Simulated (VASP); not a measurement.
Write the native input for VASP 6.6.1 that does the following.

```yaml
Task: electrostatic potential
Functional: PBEsol
Dispersion: D4
Potentials_or_basis: VASP PAW PBE potentials, release 64 (Cu)
Cutoff: 520 eV
k_mesh: 20 × 20 × 20
Occupations: methfessel-paxton, width 0.1 eV
Spin: no spin polarisation
Further_INCAR_settings: ALGO = Fast; EDIFF = 1e-06
```

The structure of Cu lies in POSCAR:

```
Cu                                      
1.0
   -0.0000000000      1.7692701226      1.7692701226
    1.7692701226      0.0000000000      1.7692701226
    1.7692701226      1.7692701226     -0.0000000000
  Cu            
     1
Direct
     0.0000000000000000    0.0000000000000000    0.0000000000000000
```

The cell was built by a generator and needn't be a form met in nature.

The input as run:

INCAR

```
SYSTEM = Cu
  PREC = Accurate
  ENCUT = 520
  EDIFF = 1E-6
  ISMEAR = 1
  SIGMA = 0.1
  LREAL = .False.
  LASPH = .True.
  NELM = 80
  ALGO = Fast
  ISIF = 2
  LWAVE = .False.
  LCHARG = .True.
  GGA = PS
  IVDW = 13
  LVHAR = .True.
```

KPOINTS

```
regular mesh
0
Gamma
  20 20 20
  0 0 0
```

Potentials or basis: VASP PAW PBE potentials, release 64 (Cu).

Launch:

```sh
$ cat potpaw_PBE.64/Cu/POTCAR > POTCAR
$ mpirun -np 1 vasp_std > vasp.out
```

It gave:

| Property | Result |
| --- | --- |
| Pressure | 0.5 GPa |
| Band gap on the k mesh | none (metal or under the smearing width) |
| Dispersion energy per atom | -0.343 eV |

Caveat: the PAW data sets were made with another functional, which shifts forces and pressure a little; pairwise dispersion overbinds metals, which lowers pressure and volume.

Run time: 26 s on 1 thread of Intel(R) Xeon(R) Platinum 8259CL CPU @ 2.50GHz (Skylake/Cascade Lake), with other jobs on the host, peak memory 0.14 GiB.
